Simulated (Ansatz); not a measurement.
CsBr (CsCl type) (r2SCAN geometry), in Ansatz:

```
Cs Br
1.0
     4.31938    0.00000    0.00000
     0.00000    4.31938    0.00000
     0.00000    0.00000    4.31938
Cs Br
1 1
Direct
  0.00000 0.00000 0.00000
  0.50000 0.50000 0.50000
```

G0W0@PBE with 303 empty bands, a screening cutoff of 140 eV and a 4×4×4 mesh (PAW, contour deformation) gives 6.694 eV over the mesh points, from a PBE gap of 4.438 eV; it sums over 311 bands with 305 plane waves in the screening and a wave cutoff of 420 eV. No extrapolation in bands, cutoff or mesh was made for G0W0. No spin polarisation and no zero-point or thermal motion.

Question: Estimate the gap with potentials of the kind norm-conserving.

Answer: 6.634 eV (-0.060 eV), from a Kohn-Sham gap of 4.435 eV.

Question: Estimate the gap with starting point LDA.

Answer: 6.532 eV (-0.162 eV), from a Kohn-Sham gap of 4.044 eV.

Question: Another run gave a Kohn-Sham gap of 4.438 eV and a G0W0 gap of 6.507 eV, summing over 138 bands with 123 plane waves in the screening and a wave cutoff of 420 eV. What was changed?

Answer: Empty bands 130, screening cutoff 80 eV. The counts of bands and plane waves show it.

Spin-orbit coupling is left out.
